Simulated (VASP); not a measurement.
# PtS2 (P-3m1) in VASP: notebook, part 2 of 2

VASP 6.6.1.

**3. Single point, r2SCAN**

Input file INCAR:

```
SYSTEM = PtS2
  PREC = Accurate
  ENCUT = 250
  EDIFF = 1E-7
  ISMEAR = 0
  SIGMA = 0.05
  LREAL = .FALSE.
  LASPH = .TRUE.
  NELM = 100
  ALGO = Normal
  ISIF = 2
  LWAVE = .FALSE.
  LCHARG = .FALSE.
  METAGGA = R2SCAN
  LMIXTAU = .TRUE.
  ADDGRID = .FALSE.
```

Input file KPOINTS:

```
regular mesh
0
G
  2 2 1
  0 0 0
```

Input file POSCAR:

```
PtS2
1.0
    3.5432000000      0.0000000000      0.0000000000
   -1.7716000000      3.0685012107      0.0000000000
    0.0000000000      0.0000000000      5.0388000000
Pt S
1 2
Direct
    0.0000000000      0.0000000000      0.0000000000
    0.6666666667      0.3333333333      0.7730000000
    0.3333333333      0.6666666667      0.2270000000
```

Potentials or basis: VASP PAW PBE potentials, release 64 (Pt, S).

On the command line:

```bash
cat potpaw_PBE.64/Pt/POTCAR potpaw_PBE.64/S/POTCAR > POTCAR
mpirun -np 1 vasp_std > vasp.out
```

Run time: 12 s. Hardware: 1 thread of Intel Xeon Platinum 8559C (Emerald Rapids), shared host; peak memory 0.12 GiB.

The run converged, but a check on its numbers failed (symmetry, net force, bounds or a known fault of this set-up), so they aren't taken as properties of the crystal.

Caveat: the k mesh is coarse (spacing up to 1.25 Å⁻¹), so the values aren't converged; the cutoff lies under the usual one of these potentials, so the numbers hold a large basis-set error; the PAW data sets were made with another functional, which shifts forces and pressure a little; spin-orbit coupling is left out, which moves the levels of the heavy elements; an odd mesh through Γ misses points on the zone boundary, where band edges often lie.

**4. Single point, r2SCAN**

Changes to INCAR since step 3:

```diff
@@ -2,3 +2,3 @@
   PREC = Accurate
-  ENCUT = 250
+  ENCUT = 300
   EDIFF = 1E-7
```

KPOINTS is that of step 3.

POSCAR is that of step 3.

On the command line:

```bash
cat potpaw_PBE.64/Pt/POTCAR potpaw_PBE.64/S/POTCAR > POTCAR
mpirun -np 1 vasp_std > vasp.out
```

It took 14 s on 1 thread of Intel Xeon Platinum 8559C (Emerald Rapids), shared host; peak memory 0.13 GiB.

The run converged, but some of its settings lie outside the range that counts as converged, so its numbers aren't taken as properties of the crystal.

Results:

| Quantity | Value |
| --- | --- |
| Free energy | -69.8053 eV |
| Pressure | 2.3 GPa |
| Largest force | 0.192 eV/Å |
| Band gap on the k mesh | 1.98 eV, indirect (least direct gap 2.64 eV) |

Caveat: the k mesh is coarse (spacing up to 1.25 Å⁻¹), so the values aren't converged; the cutoff is under 1.25 times the usual one of these potentials, so pressure, stress and relaxed cells hold a basis-set (Pulay) error; the PAW data sets were made with another functional, which shifts forces and pressure a little; spin-orbit coupling is left out, which moves the levels of the heavy elements; an odd mesh through Γ misses points on the zone boundary, where band edges often lie.

**5. Single point, r2SCAN**

Changes to INCAR since step 4:

```diff
@@ -2,3 +2,3 @@
   PREC = Accurate
-  ENCUT = 300
+  ENCUT = 350
   EDIFF = 1E-7
```

KPOINTS is that of step 4.

POSCAR is that of step 4.

Potentials or basis: VASP PAW PBE potentials, release 64 (Pt, S).

On the command line:

```bash
cat potpaw_PBE.64/Pt/POTCAR potpaw_PBE.64/S/POTCAR > POTCAR
mpirun -np 1 vasp_std > vasp.out
```

OUTCAR:

```text
SYSTEM = PtS2
   PREC = Accurate
   ENCUT = 350
   EDIFF = 1E-7
   ISMEAR = 0
   LREAL = .FALSE.
   LASPH = .TRUE.
   NELM = 100
   ISIF = 2
   METAGGA = R2SCAN

 Found      2 irreducible k-points:

 Following reciprocal coordinates:
            Coordinates               Weight
  0.000000  0.000000  0.000000      1.000000
  0.500000  0.000000  0.000000      3.000000
   k-points           NKPTS =      2   k-points in BZ     NKDIM =      2   number of bands    NBANDS=     15
   number of dos      NEDOS =    301   number of ions     NIONS =      3
   total plane-waves  NPLWV =  18432
   dimension x,y,z NGX =    24 NGY =   24 NGZ =   32
   dimension x,y,z NGXF=    48 NGYF=   48 NGZF=   64
   ions per type =               1   2
   NGX,Y,Z   is equivalent  to a cutoff of  11.26, 11.26, 10.56 a.u.
   NGXF,Y,Z  is equivalent  to a cutoff of  22.52, 22.52, 21.12 a.u.
 SYSTEM =  PtS2
   PREC   = accura    normal or accurate (medium, high low for compatibility)
   ISTART =      0    job   : 0-new  1-cont  2-samecut
   ICHARG =      2    charge: 1-file 2-atom 10-const
   ISPIN  =      1    spin polarized calculation?
   LNONCOLLINEAR =      F non collinear calculations
   LSORBIT =      F    spin-orbit coupling
   LASPH  =      T    aspherical Exc in radial PAW
   ENCUT  =  350.0 eV  25.72 Ry    5.07 a.u.   5.40  5.40  7.69*2*pi/ulx,y,z
[... 76 lines left out ...]
 k-point     2 :       0.5000    0.0000    0.0000
  band No.  band energies     occupation
      1      -7.6061      2.00000
      2      -7.3146      2.00000
      3      -1.3121      2.00000
      4       0.0609      2.00000
      5       1.0107      2.00000
      6       2.0142      2.00000
      7       2.9224      2.00000
      8       3.0071      2.00000
      9       3.0422      2.00000
     10       3.4019      2.00000
     11       4.0108      2.00000
     12       8.4224      0.00000
     13       9.4980      0.00000
     14      12.3898      0.00000
     15      13.5931      0.00000

------------------------ aborting loop because EDIFF is reached ----------------------------------------

  FORCE on cell =-STRESS in cart. coord.  units (eV):
  Direction    XX          YY          ZZ          XY          YZ          ZX
  --------------------------------------------------------------------------------------
  -------------------------------------------------------------------------------------
  Total        0.6106703      0.6106703      1.3359349      0.0000000     -0.0000000      0.0000000
  in kB       17.8594582     17.8594582     39.0703031      0.0000000     -0.0000000      0.0000000
  external PRESSURE =      24.9297398 kB  Pullay stress =       0.0000000 kB

 VOLUME and BASIS-vectors are now :
 -----------------------------------------------------------------------------
  energy-cutoff  :      350.00
  volume of cell :       54.78
      direct lattice vectors                 reciprocal lattice vectors
     3.543200000  0.000000000  0.000000000     0.282230752  0.162946001  0.000000000
    -1.771600000  3.068501211  0.000000000     0.000000000  0.325892001  0.000000000
     0.000000000  0.000000000  5.038800000     0.000000000  0.000000000  0.198459951

 POSITION                                       TOTAL-FORCE (eV/Angst)
 -----------------------------------------------------------------------------------
      0.00000      0.00000      0.00000         0.000000     -0.000000      0.000000
      1.77160      1.02283      3.89499         0.000000      0.000000      0.197840
     -0.00000      2.04567      1.14381        -0.000000     -0.000000     -0.197840
 -----------------------------------------------------------------------------------
    total drift:                                0.000000     -0.000000     -0.000000

  FREE ENERGIE OF THE ION-ELECTRON SYSTEM (eV)
  ---------------------------------------------------
  free  energy   TOTEN  =       -69.8019430033 eV

  energy  without entropy=      -69.8019430033  energy(sigma->0) =      -69.80194300
```

OSZICAR:

```text
N       E                     dE             d eps       ncg     rms          rms(c)
DAV:   1     0.133918385861E+02    0.13392E+02   -0.81409E+03    60   0.939E+02
DAV:   2    -0.739486135077E+02   -0.87340E+02   -0.85419E+02    74   0.200E+02
DAV:   3    -0.769616724149E+02   -0.30131E+01   -0.29957E+01    74   0.398E+01
[... 12 lines left out ...]
DAV:  16    -0.698019385941E+02   -0.28283E-04   -0.22594E-06    81   0.158E-02    0.337E-03
DAV:  17    -0.698019354834E+02    0.31108E-05   -0.82553E-08    44   0.277E-03    0.255E-03
DAV:  18    -0.698019454675E+02   -0.99841E-05   -0.52718E-07    60   0.768E-03    0.120E-03
DAV:  19    -0.698019429782E+02    0.24892E-05   -0.33374E-08    37   0.184E-03    0.492E-04
DAV:  20    -0.698019430033E+02   -0.25117E-07   -0.93535E-09    30   0.950E-04
   1 F= -.69801943E+02 E0= -.69801943E+02  d E =-.222244E-17
```

stdout:

```text
POSCAR found type information on POSCAR PtS
 POSCAR found :  2 types and       3 ions
 scaLAPACK will be used
 -----------------------------------------------------------------------------
|                                                                             |
|                                                                             |
|     You enforced a specific xc type in the INCAR file but a different       |
|     I HOPE YOU KNOW WHAT YOU ARE DOING!                                     |
|                                                                             |
 -----------------------------------------------------------------------------

 LDA part: xc-table for (None), standard interpolation
 POSCAR, INCAR and KPOINTS ok, starting setup
 FFT: planning ... GRIDC
 FFT: planning ... GRID_SOFT
 FFT: planning ... GRID
 WAVECAR not read
 entering main loop
```

It took 14 s on 1 thread of Intel Xeon Platinum 8559C (Emerald Rapids), shared host; peak memory 0.15 GiB.

The run converged, but some of its settings lie outside the range that counts as converged, so its numbers aren't taken as properties of the crystal.

What came out:

* Free energy: -69.8019 eV
* Pressure: 2.5 GPa
* Largest force: 0.198 eV/Å
* Band gap on the k mesh: 1.98 eV, indirect (least direct gap 2.64 eV)

Caveat: the k mesh is coarse (spacing up to 1.25 Å⁻¹), so the values aren't converged; the PAW data sets were made with another functional, which shifts forces and pressure a little; spin-orbit coupling is left out, which moves the levels of the heavy elements; an odd mesh through Γ misses points on the zone boundary, where band edges often lie.

**6. Single point, r2SCAN**

Changes to INCAR since step 5:

```diff
@@ -2,3 +2,3 @@
   PREC = Accurate
-  ENCUT = 350
+  ENCUT = 400
   EDIFF = 1E-7
```

KPOINTS is that of step 5.

POSCAR is that of step 5.

Potentials or basis: VASP PAW PBE potentials, release 64 (Pt, S).

On the command line:

```bash
cat potpaw_PBE.64/Pt/POTCAR potpaw_PBE.64/S/POTCAR > POTCAR
mpirun -np 1 vasp_std > vasp.out
```

Wall time 16 s (1 thread of Intel Xeon Platinum 8559C (Emerald Rapids), shared host); peak memory 0.15 GiB.

These settings aren't checked as converged: the numbers below hold their error.

Results:

| Property | Result |
| --- | --- |
| Free energy | -69.8034 eV |
| Pressure | 2.7 GPa |
| Largest force | 0.198 eV/Å |
| Band gap on the k mesh | 1.97 eV, indirect (least direct gap 2.64 eV) |

Caveat: the k mesh is coarse (spacing up to 1.25 Å⁻¹), so the values aren't converged; the PAW data sets were made with another functional, which shifts forces and pressure a little; spin-orbit coupling is left out, which moves the levels of the heavy elements; an odd mesh through Γ misses points on the zone boundary, where band edges often lie.
